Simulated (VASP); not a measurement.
# Cs (Fm-3m) in VASP: further runs

One crystal, Cs, is run at these levels: PBE; tasks: relaxation of cell and atoms.

All numbers are computed with VASP 6.6.1; they aren't measurements. Logs are shortened: lines on timing, memory, paths and dates and some standing lists are left out, and cuts for length are marked.

## (1) The structure

Symmetry: Fm-3m, No. 225, cubic system. Conventional cell: a = 5.984 Å, b = 5.984 Å, c = 5.984 Å, α = 90.00°, β = 90.00°, γ = 90.00°. Around Cs (site symmetry m-3m) lie 12 Cs at 4.23 Å.

This isn't the form of Cs at room conditions, which is bcc.

## (2) Relaxation of cell and atoms, PBE

Input file INCAR:

```
PREC = Accurate
ENCUT = 520
EDIFF = 1E-6
ISMEAR = 0
SIGMA = 0.1
LREAL = F
LASPH = T
NELM = 120
ALGO = Normal
ISIF = 3
LWAVE = F
LCHARG = F
GGA = PE
IBRION = 2
NSW = 90
EDIFFG = -0.01
```

Input file KPOINTS:

```
Automatic mesh
0
Gamma
  13 13 13
```

Input file POSCAR:

```
Cs
1.0
    0.0000000000      2.9920000000      2.9920000000
    2.9920000000      0.0000000000      2.9920000000
    2.9920000000      2.9920000000      0.0000000000
Cs
1
Direct
    0.0000000000      0.0000000000      0.0000000000
```

Potentials or basis: VASP PAW PBE potentials, release 64 (Cs_sv).

Run with:

```bash
$ cat potpaw_PBE.64/Cs_sv/POTCAR > POTCAR
$ mpirun -np 1 vasp_std > vasp.out
```

OUTCAR:

```text
PREC = Accurate
   ENCUT = 520
   EDIFF = 1E-6
   ISMEAR = 0
   LREAL = F
   LASPH = T
   NELM = 120
   ISIF = 3
   GGA = PE
   IBRION = 2
   NSW = 90
   EDIFFG = -0.01

 ion  position               nearest neighbor table
   1  0.000  0.000  0.000-

  LATTYP: Found a face centered cubic cell.
 ALAT       =     5.9840000000

  Lattice vectors:

 A1 = (   0.0000000000,   2.9920000000,   2.9920000000)
 A2 = (   2.9920000000,   0.0000000000,   2.9920000000)
 A3 = (   2.9920000000,   2.9920000000,   0.0000000000)

Analysis of symmetry for initial positions (statically):
=====================================================================
 Subroutine PRICEL returns:
 Original cell was already a primitive cell.

 Routine SETGRP: Setting up the symmetry group for a
 face centered cubic supercell.

 Subroutine GETGRP returns: Found 48 space group operations
 (whereof 48 operations were pure point group operations)
 out of a pool of 48 trial point group operations.

The static configuration has the point symmetry O_h .

Analysis of symmetry for dynamics (positions and initial velocities):
=====================================================================
 Subroutine PRICEL returns:
 Original cell was already a primitive cell.

 Routine SETGRP: Setting up the symmetry group for a
 face centered cubic supercell.

 Subroutine GETGRP returns: Found 48 space group operations
 (whereof 48 operations were pure point group operations)
 out of a pool of 48 trial point group operations.

The dynamic configuration has the point symmetry O_h .

 Subroutine INISYM returns: Found 48 space group operations
 (whereof 48 operations are pure point group operations),
 and found     1 'primitive' translations

----------------------------------------------------------------------------------------

                                     Primitive cell

  volume of cell :      53.5692

  direct lattice vectors                    reciprocal lattice vectors
     0.000000000  2.992000000  2.992000000    -0.167112299  0.167112299  0.167112299
     2.992000000  0.000000000  2.992000000     0.167112299 -0.167112299  0.167112299
     2.992000000  2.992000000  0.000000000     0.167112299  0.167112299 -0.167112299

  length of vectors
     4.231326979  4.231326979  4.231326979     0.289446993  0.289446993  0.289446993

  position of ions in fractional coordinates (direct lattice)
     0.000000000  0.000000000  0.000000000

  ion indices of the primitive-cell ions
   primitive index   ion index
                 1           1

----------------------------------------------------------------------------------------

 KPOINTS: Automatic mesh

Automatic generation of k-mesh.
 Grid dimensions read from file:
 generate k-points for:   13   13   13

 Generating k-lattice:

  Cartesian coordinates                     Fractional coordinates (reciprocal lattice)
    -0.012854792  0.012854792  0.012854792     0.076923077  0.000000000  0.000000000
     0.012854792 -0.012854792  0.012854792     0.000000000  0.076923077  0.000000000
     0.012854792  0.012854792 -0.012854792     0.000000000  0.000000000  0.076923077

  Length of vectors
     0.022265153  0.022265153  0.022265153

  Shift w.r.t. Gamma in fractional coordinates (k-lattice)
     0.000000000  0.000000000  0.000000000

 Subroutine IBZKPT returns following result:
 ===========================================

 Found     84 irreducible k-points:

 Following reciprocal coordinates:
            Coordinates               Weight
  0.000000  0.000000  0.000000      1.000000
  0.076923  0.000000  0.000000      8.000000
  0.153846  0.000000  0.000000      8.000000
  0.230769  0.000000  0.000000      8.000000
  0.307692  0.000000  0.000000      8.000000
  0.384615  0.000000  0.000000      8.000000
[... 16 lines left out ...]
  0.384615  0.153846  0.000000     24.000000
  0.461538  0.153846  0.000000     24.000000
 [... further k-points ...]
   k-points           NKPTS =     84   k-points in BZ     NKDIM =     84   number of bands    NBANDS=      8
   number of dos      NEDOS =    301   number of ions     NIONS =      1
   total plane-waves  NPLWV =  32768
   dimension x,y,z NGX =    32 NGY =   32 NGZ =   32
   dimension x,y,z NGXF=    64 NGYF=   64 NGZF=   64
   ions per type =               1
   NGX,Y,Z   is equivalent  to a cutoff of  12.57, 12.57, 12.57 a.u.
   NGXF,Y,Z  is equivalent  to a cutoff of  25.15, 25.15, 25.15 a.u.
 SYSTEM =  unknown system
   PREC   = accura    normal or accurate (medium, high low for compatibility)
   ISTART =      0    job   : 0-new  1-cont  2-samecut
   ICHARG =      2    charge: 1-file 2-atom 10-const
   ISPIN  =      1    spin polarized calculation?
   LNONCOLLINEAR =      F non collinear calculations
   LSORBIT =      F    spin-orbit coupling
   LASPH  =      T    aspherical Exc in radial PAW
   ENCUT  =  520.0 eV  38.22 Ry    6.18 a.u.   7.87  7.87  7.87*2*pi/ulx,y,z
   NELM   =    120;   NELMIN=  2; NELMDL= -5     # of ELM steps
   EDIFF  = 0.1E-05   stopping-criterion for ELM
   LREAL  =      F    real-space projection
   EDIFFG = -.1E-01   stopping-criterion for IOM
   NSW    =     90    number of steps for IOM
   IBRION =      2    ionic relax: 0-MD 1-quasi-New 2-CG
   NFREE  =      1    steps in history (QN), initial steepest desc. (CG)
   ISIF   =      3    stress and relaxation
   ISYM   =      2    0-nonsym 1-usesym 2-fastsym
   POTIM  = 0.5000    time-step for ionic-motion
   TEBEG  =    0.0;   TEEND  =   0.0 temperature during run
   PSTRESS=    0.0 pullay stress
   NELECT =       9.0000    total number of electrons
   NUPDOWN=      -1.0000    fix difference up-down
   EMIN   =  10.00;   EMAX   =-10.00  energy-range for DOS
   EFERMI =   0.00;   METHOD = LEGACY
   ISMEAR =     0;   SIGMA  =   0.10  broadening in eV -4-tet -1-fermi 0-gaus
   EFERMI_NEDOS =   21; number of points for ismear=-14 and -15
   IALGO  =     38    algorithm
   IMIX   =      4    mixing-type and parameters
     AMIX     =   0.40;   BMIX     =  1.00
     AMIX_MAG =   1.60;   BMIX_MAG =  1.00
  volume/ion in A,a.u.               =      53.57       361.50
  Fermi-wavevector in a.u.,A,eV,Ry     =   0.903339  1.707063 11.102644  0.816021
  Thomas-Fermi vector in A             =   2.026652
   LORBIT       =      0    0 simple, 1 ext, 2 COOP (PROOUT), +10 PAW based schemes
   GGA     = PE    functional components
   LHFCALC =     F    Hartree Fock is set to
   AEXX    =    0.0000 exact exchange contribution
   IVDW    =     0    specifies the selected vdW correction
   LEPSILON=     F    determine dielectric tensor
   LRPA    =     F    only Hartree local field effects (RPA)
 conjugate gradient relaxation of ions
 non-spin polarized calculation
 Gauss-broadening in eV      SIGMA  =   0.10
  energy-cutoff  :      520.00
  volume of cell :       53.57
 maximum number of plane-waves:      1459
   NGX = 15   NGY = 15   NGZ = 15

--------------------------------------- Ionic step        1  -------------------------------------------

 number of electron       8.9999999 magnetization

 Free energy of the ion-electron system (eV)
  ---------------------------------------------------
  ext. energy  EPLUGINS =         0.00000000
  ---------------------------------------------------
  free energy    TOTEN  =        -0.30110424 eV

  energy without entropy =       -0.29307194  energy(sigma->0) =       -0.29708809

------------------------ aborting loop because EDIFF is reached ----------------------------------------

  FORCE on cell =-STRESS in cart. coord.  units (eV):
  Direction    XX          YY          ZZ          XY          YZ          ZX
  --------------------------------------------------------------------------------------
  -------------------------------------------------------------------------------------
  Total        1.5040736      1.5040736      1.5040736      0.0000000      0.0000000     -0.0000000
  in kB       44.9847072     44.9847072     44.9847072      0.0000000      0.0000000     -0.0000000
  external PRESSURE =      44.9847072 kB  Pullay stress =       0.0000000 kB

 VOLUME and BASIS-vectors are now :
 -----------------------------------------------------------------------------
  energy-cutoff  :      520.00
  volume of cell :       53.57
      direct lattice vectors                 reciprocal lattice vectors
     0.000000000  2.992000000  2.992000000    -0.167112299  0.167112299  0.167112299
     2.992000000  0.000000000  2.992000000     0.167112299 -0.167112299  0.167112299
     2.992000000  2.992000000  0.000000000     0.167112299  0.167112299 -0.167112299
[... 106 lines left out ...]
 POSITION                                       TOTAL-FORCE (eV/Angst)
 -----------------------------------------------------------------------------------
      7.65370      7.65370      7.65370        -0.000000     -0.000000     -0.000000
 -----------------------------------------------------------------------------------
    total drift:                               -0.000000     -0.000000      0.000000

  FREE ENERGIE OF THE ION-ELECTRON SYSTEM (eV)
  ---------------------------------------------------
  free  energy   TOTEN  =        -0.8455943121 eV

  energy  without entropy=       -0.8384019818  energy(sigma->0) =       -0.84199815

--------------------------------------- Ionic step        5  -------------------------------------------

 number of electron       8.9999996 magnetization

 Free energy of the ion-electron system (eV)
  ---------------------------------------------------
  ext. energy  EPLUGINS =         0.00000000
  ---------------------------------------------------
  free energy    TOTEN  =        -0.84635620 eV

  energy without entropy =       -0.83911144  energy(sigma->0) =       -0.84273382

 E-fermi :   0.4511     XC(G=0):  -5.3904

 val. band max:        0.4481344934   @ k =  -0.3077   0.2308   0.0000
 cond. band min:       0.4624007479   @ k =  -0.4615   0.0769   0.0000
 fundamental gap:      0.0142662545
 Fermi energy:         0.4511122632

 k-point     1 :       0.0000    0.0000    0.0000
  band No.  band energies     occupation
      1     -23.4164      2.00000
      2     -10.1643      2.00000
      3     -10.1643      2.00000
      4     -10.1643      2.00000
      5      -1.2353      2.00000
      6       2.8816      0.00000
      7       2.8816      0.00000
      8       2.8816      0.00000

 k-point     2 :       0.0769    0.0000    0.0000
  band No.  band energies     occupation
      1     -23.4161      2.00000
      2     -10.1721      2.00000
      3     -10.1653      2.00000
      4     -10.1653      2.00000
      5      -1.1736      2.00000
      6       2.7581      0.00000
      7       2.9114      0.00000
      8       2.9114      0.00000
[... 221 lines left out ...]
 k-point    23 :       0.3846    0.1538    0.0000
  band No.  band energies     occupation
      1     -23.4112      2.00000
      2     -10.2625      2.00000
      3     -10.1903      2.00000
      4     -10.1880      2.00000
      5      -0.0352      2.00000
      6       1.6918      0.00000
      7       2.4605      0.00000
      8       3.0449      0.00000

 k-point    24 :       0.4615    0.1538    0.0000
  band No.  band energies     occupation
      1     -23.4104      2.00000
      2     -10.2802      2.00000
      3     -10.1968      2.00000
      4     -10.1893      2.00000
      5       0.3526      1.83662
      6       1.4047      0.00000
      7       2.3794      0.00000
      8       2.9680      0.00000

 [... further k-points ...]

------------------------ aborting loop because EDIFF is reached ----------------------------------------

  FORCE on cell =-STRESS in cart. coord.  units (eV):
  Direction    XX          YY          ZZ          XY          YZ          ZX
  --------------------------------------------------------------------------------------
  -------------------------------------------------------------------------------------
  Total        0.0009867      0.0009867      0.0009867     -0.0000000     -0.0000000      0.0000000
  in kB        0.0136563      0.0136563      0.0136563     -0.0000000     -0.0000000      0.0000000
  external PRESSURE =       0.0136563 kB  Pullay stress =       0.0000000 kB

 VOLUME and BASIS-vectors are now :
 -----------------------------------------------------------------------------
  energy-cutoff  :      520.00
  volume of cell :      115.76
      direct lattice vectors                 reciprocal lattice vectors
     0.000000000  3.868210367  3.868210367    -0.129258740  0.129258740  0.129258740
     3.868210367  0.000000000  3.868210367     0.129258740 -0.129258740  0.129258740
     3.868210367  3.868210367 -0.000000000     0.129258740  0.129258740 -0.129258740

 POSITION                                       TOTAL-FORCE (eV/Angst)
 -----------------------------------------------------------------------------------
      0.00000      0.00000      0.00000        -0.000000      0.000000     -0.000000
 -----------------------------------------------------------------------------------
    total drift:                                0.000000      0.000000      0.000000

  FREE ENERGIE OF THE ION-ELECTRON SYSTEM (eV)
  ---------------------------------------------------
  free  energy   TOTEN  =        -0.8463562029 eV

  energy  without entropy=       -0.8391114396  energy(sigma->0) =       -0.84273382

 reached required accuracy - stopping structural energy minimisation
```

Wall time 2.9 min (1 thread of AMD EPYC 7R43 (Zen 3), shared host); peak memory 0.16 GiB.

Results:

| Quantity | Value |
| --- | --- |
| Free energy | -0.8464 eV |
| Relaxed volume | 115.76 Å³/atom |
| Relaxed cell | a = 5.470 Å, b = 5.470 Å, c = 5.470 Å, α = 60.00°, β = 60.00°, γ = 60.00° |
| Space group after relaxing (to 0.05 Å) | Fm-3m (No. 225) |
| Energy gained by relaxing | 545.3 meV/atom |
| Ionic steps | 5 |
| Pressure after relaxing | 0.0 GPa |
| Band gap on the k mesh | none (metal or under the smearing width) |

The path:
```
step  energy change (eV)  largest force (eV/Å)  pressure (GPa)  volume (Å³)
   1              0.0000                0.0000            4.50        53.57
   2             -0.2633                0.0000            2.53        66.10
   3             -0.5317                0.0000            0.33       101.47
   4             -0.5445                0.0000            0.07       112.09
   5             -0.5453                0.0000            0.00       115.76
```

Final structure:
```
Cs
1.0
     0.00000    3.86821    3.86821
     3.86821    0.00000    3.86821
     3.86821    3.86821    0.00000
Cs
1
Direct
  0.00000 0.00000 0.00000
```

Caveat: the volume moved by over 15 % at a fixed basis, so the end points are rough; the volume moved by +116 % from the deposited cell, more than functionals usually miss. Zero-point motion and thermal expansion aren't in these numbers.

## (3) Relaxation of cell and atoms, PBE

This run uses another cell than the first one, of 115.76 Å³/atom, 2.161 times its volume.

Input file INCAR:

```
PREC = Accurate
ENCUT = 520
EDIFF = 1E-7
ISMEAR = 0
SIGMA = 0.1
LREAL = F
LASPH = T
NELM = 120
ALGO = Normal
ISIF = 3
LWAVE = F
LCHARG = F
GGA = PE
IBRION = 2
NSW = 60
EDIFFG = -0.005
POTIM = 0.3
```

KPOINTS is that of step 2.

Input file POSCAR:

```
Cs                                      
1.0
    0.0000000000      3.8682103674      3.8682103674
    3.8682103674      0.0000000000      3.8682103674
    3.8682103674      3.8682103674     -0.0000000000
  Cs            
     1
Direct
     0.0000000000000000    0.0000000000000000    0.0000000000000000
```

Potentials or basis: VASP PAW PBE potentials, release 64 (Cs_sv).

Run with:

```bash
$ cat potpaw_PBE.64/Cs_sv/POTCAR > POTCAR
$ mpirun -np 1 vasp_std > vasp.out
```

Run time: 5.4 min. Hardware: 1 thread of AMD EPYC 7R43 (Zen 3), shared host; peak memory 0.27 GiB.

It converged, with:

```
Free energy                            : -0.8538 eV
Relaxed volume                         : 117.13 Å³/atom
Relaxed cell                           : a = 5.492 Å, b = 5.492 Å, c = 5.492 Å, α = 60.00°, β = 60.00°, γ = 60.00°
Space group after relaxing (to 0.05 Å) : Fm-3m (No. 225)
Energy gained by relaxing              : 0.1 meV/atom
Ionic steps                            : 4
Pressure after relaxing                : 0.0 GPa
Band gap on the k mesh                 : none (metal or under the smearing width)
```

Final structure:
```cif
data_structure
_symmetry_space_group_name_H-M 'P 1'
_symmetry_Int_Tables_number 1
_cell_length_a 5.4920
_cell_length_b 5.4920
_cell_length_c 5.4920
_cell_angle_alpha 60.000
_cell_angle_beta 60.000
_cell_angle_gamma 60.000
_cell_volume 117.13
loop_
_atom_site_label
_atom_site_type_symbol
_atom_site_fract_x
_atom_site_fract_y
_atom_site_fract_z
_atom_site_occupancy
Cs1 Cs 0.00000 0.00000 0.00000 1
```

Levels at points of the mesh, in eV from the Fermi level:
```
           k point  band 1  band 2  band 3  band 4  band 5  band 6  band 7  band 8
(0.00, 0.00, 0.00)  -23.88  -10.62  -10.62  -10.62   -1.67    2.42    2.42    2.42
```

Spin-orbit coupling is left out, which matters for the levels of Cs. PBE usually gives volumes a little too large and moduli too small.
